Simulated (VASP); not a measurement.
The system is SiC.

```xyz
4
Lattice="3.0787 0.0000 0.0000 0.0000 4.3540 0.0000 0.0000 0.0000 3.1361" Properties=species:S:1:pos:R:3 pbc="T T T"
Si    3.0787    0.0000    3.1361
Si    1.5394    2.1770    1.5680
C     3.0787    1.0885    1.5680
C     1.5394    3.2655    0.0000
```

The cell was built by a generator and isn't the measured one.

Program: VASP 6.6.1. Alike in all runs: task band structure; potentials or basis VASP PAW PBE potentials, release 64 (Si, C); cell as given; cutoff (eV) 520; smearing gaussian 0.02 eV. Hardware: 4 MPI ranks on AMD EPYC 9R45 96-Core Processor (Zen 5), with other jobs on the host.

**Question.** Order these runs on this cell by their wall time, lowest first.
A. level PBE; spin non-collinear, zero start, SOC; k mesh 8 × 6 × 8; further INCAR settings ALGO = Fast; EDIFF = 1e-07
B. level PBE0; spin off; k mesh 6 × 4 × 6; further INCAR settings ALGO = Normal; EDIFF = 1e-07; grid for exact exchange (PRECFOCK) Normal; exchange at q = 0 truncated
C. level PBE; spin off; k mesh 8 × 6 × 8; further INCAR settings ALGO = Fast; EDIFF = 1e-07

**Answer.** C (12 s), A (64 s), B (1000 s).
